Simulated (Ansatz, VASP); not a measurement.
**Na: VASP beside Ansatz**

Contents of INCAR:

```
SYSTEM = Na
PREC = Accurate
ENCUT = 520
EDIFF = 1E-6
ISMEAR = -1
SIGMA = 0.1
LREAL = .FALSE.
LASPH = .TRUE.
NELM = 80
ALGO = Normal
ISIF = 2
LWAVE = .FALSE.
LCHARG = .TRUE.
LELF = .TRUE.
LVHAR = .TRUE.
NBANDS = 14
```

Contents of KPOINTS:

```
Automatic mesh
0
G
  11 11 6
  0 0 0
```

File POSCAR:

```
Na
1.0
    3.5703306634      0.0000000000      0.0000000000
   -1.7851653317      3.0919970544      0.0000000000
    0.0000000000      0.0000000000      5.8292994818
Na
2
Direct
    0.3333333333      0.6666666667      0.2500000000
    0.6666666667      0.3333333333      0.7500000000
```

Input for Ansatz:

```yaml
crystal:
  lattice:
    - [3.5703306634, 0.0, 0.0]
    - [-1.7851653317, 3.0919970544, 0.0]
    - [0.0, 0.0, 5.8292994818]
  atoms:
    - { symbol: Na, position: [0.3333333333, 0.6666666667, 0.25] }
    - { symbol: Na, position: [0.6666666667, 0.3333333333, 0.75] }
hamiltonian:
  xc: lda
  pseudopotentials:
    kind: paw
    azcp:
      Na: "pseudopotentials/Na.paw.azcp"
basis:
  ecutwfc: 420
  fft_grid_basis: typed
kpoints:
  mp_grid: { grid: [11, 11, 6], shift: [0, 0, 0] }
magnetization:
  spin_polarized: false
scf:
  occupations: { method: fermi_dirac, width: 0.1 }
  lower_state_search: "off"
output:
  stress: true
```

Alike in both runs: task single point; functional LDA; k mesh 11 × 11 × 6; occupations fermi-dirac, width 0.1 eV; no spin polarisation.

```csv
,VASP,Ansatz
version,VASP 6.6.1,Ansatz 0.2.0
potentials or method,"VASP PAW LDA potentials, release 64 (Na_pv)","plane waves (420 eV) with PAW, scalar-relativistic"
plane-wave cutoff (eV),520,420
valence electrons in the cell,14,18
```

|  | VASP | Ansatz | Ansatz less VASP |
| --- | --- | --- | --- |
| pressure (GPa) | 0.4 | 0.4 | -0.01 |
| largest component of the traceless stress (GPa) | 0.14 | 0.14 | 0.000 |

The two sets of potentials don't hold the same shells in valence. Ansatz warned: «pseudo_functional_mismatch».
